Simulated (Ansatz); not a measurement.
A run of Ansatz 0.2.0:

File input.yaml:

```yaml
crystal:
  lattice:
    - [2.7784220849, 0.0, 0.0]
    - [0.0, 3.28160879, 0.0]
    - [-1.3434310986, 0.0, 3.9902731763]
  atoms:
    - { symbol: Ga, position: [0.13459627, 0.75, 0.77016683] }
    - { symbol: Ga, position: [0.86540373, 0.25, 0.22983317] }
kpoints:
  mp_grid: { grid: [10, 8, 7] }
  band_path:
    path:
      - [0.0, 0.0, 0.0]
      - [0.0, 0.0, 0.5]
      - [-0.439461826, 0.0, 0.712489919]
      - [-0.5, 0.0, 0.5]
      - [-0.5, 0.5, 0.5]
      - [-0.560538174, 0.5, 0.287510081]
      - [-0.5, 0.5, 0.0]
      - [-0.5, 0.0, 0.0]
    npoints: 12
scf:
  occupations: { method: fermi_dirac, width: 0.05 }
hamiltonian:
  xc: pbesol
  pseudopotentials: { kind: all_electron, lapw: { basis_error: 0.001 } }
output:
  forces: true
  stress: true
  eigenvalues: true
```

Potentials or basis: all-electron LAPW, scalar-relativistic.

Launch:

```bash
$ ansatz run input.yaml --threads 1 --pin off --max-ram 3072MiB --backend cpu --events-out ev --progress --plain --runs-dir out
```

Hardware: 1 thread of Intel(R) Xeon(R) 6975P-C (Granite Rapids), on a shared host.

Q: Estimate the wall time of this run.

A: It took 18 s on 1 thread of Intel(R) Xeon(R) 6975P-C (Granite Rapids), on a shared host, peak memory 0.53 GiB. Counts: scf iterations 7, plane waves 341, k points 180, bands 26.
